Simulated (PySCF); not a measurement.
# Functional benchmark on one molecule

Molecule: acetone (CC(C)=O, C3H6O).

Structure with atom numbers: `[CH3:1][C:2]([CH3:3])=[O:4]`; H(Xn) means a hydrogen on atom n.

Geometry PBE0-D3(BJ)/def2-SVP throughout; GIAO in PySCF 2.14.0 with density-fitted response routines, gas phase, one conformer, non-relativistic; equivalent atoms averaged; basis pcSseg-2.

Reference values (CCSD(T)/pcSseg-4; gas (isolated, no vibration); G. L. Stoychev, PhD thesis, Univ. Bonn 2021 (Stoychev, Auer, Izsak, Neese, JCTC 2018, 14, 619)): σ(H(C1)/H(C3)) = 29.53 ppm, σ(C2) = -10.8 ppm, σ(C1/C3) = 162.9 ppm, σ(O4) = -297.9 ppm.

Q: How do the functionals HF, LDA, PBE, BLYP, BP86, OPBE, KT2, KT3, B97-D, B3LYP, PBE0, mPW1PW91, WP04, B97-2, BHandHLYP, CAM-B3LYP, wB97X-D, LC-wPBE perform against the reference? Times are CPU seconds on shared hosts with different chips, so compare them loosely.

A: 
```
functional                    kind  H(C1)/H(C3)     C2  C1/C3      O4  abs. error H  mean abs. error C  abs. error O  core-s
        HF            Hartree–Fock        29.66  -20.6  161.9  -331.2          0.13                5.4          33.3     5.9
       LDA                     LDA        28.64  -40.1  147.6  -370.4          0.89               22.3          72.5      14
       PBE                     GGA        29.08  -33.8  147.8  -350.5          0.45               19.0          52.6      18
      BLYP                     GGA        29.28  -39.1  143.6  -349.3          0.25               23.8          51.4      18
      BP86                     GGA        29.14  -33.5  147.3  -347.0          0.39               19.1          49.1      20
      OPBE                     GGA        29.12  -21.1  153.6  -325.6          0.41                9.8          27.7      21
       KT2                     GGA        29.15  -18.5  152.3  -307.4          0.38                9.1           9.5      26
       KT3                     GGA        29.32  -18.1  151.8  -300.8          0.21                9.2           2.9      22
     B97-D                     GGA        29.31  -28.5  148.1  -321.5          0.22               16.3          23.6      22
     B3LYP           global hybrid        29.31  -36.3  147.6  -353.8          0.22               20.4          55.9      14
      PBE0           global hybrid        29.18  -30.5  152.4  -355.0          0.35               15.1          57.1      15
  mPW1PW91           global hybrid        29.23  -31.3  151.8  -355.5          0.30               15.8          57.6      14
      WP04           global hybrid        29.57  -44.6  140.1  -338.8          0.04               28.3          40.9      28
     B97-2           global hybrid        29.30  -27.2  152.3  -336.3          0.23               13.5          38.4      28
 BHandHLYP           global hybrid        29.40  -31.5  153.1  -351.6          0.13               15.3          53.7      28
 CAM-B3LYP  range-separated hybrid        29.26  -36.3  150.5  -354.3          0.27               19.0          56.4      37
   wB97X-D  range-separated hybrid        29.29  -31.9  152.0  -354.9          0.24               16.0          57.0      36
   LC-wPBE  range-separated hybrid        29.25  -33.1  155.2  -351.6          0.28               15.0          53.7      47
```

For ¹H the closest is WP04 (0.04 ppm) and the furthest LDA (0.89 ppm).

For ¹³C the closest is HF (5.4 ppm) and the furthest WP04 (28.3 ppm).

For ¹⁷O the closest is KT3 (2.9 ppm) and the furthest LDA (72.5 ppm). One molecule is a small sample, and the reference may use another geometry.
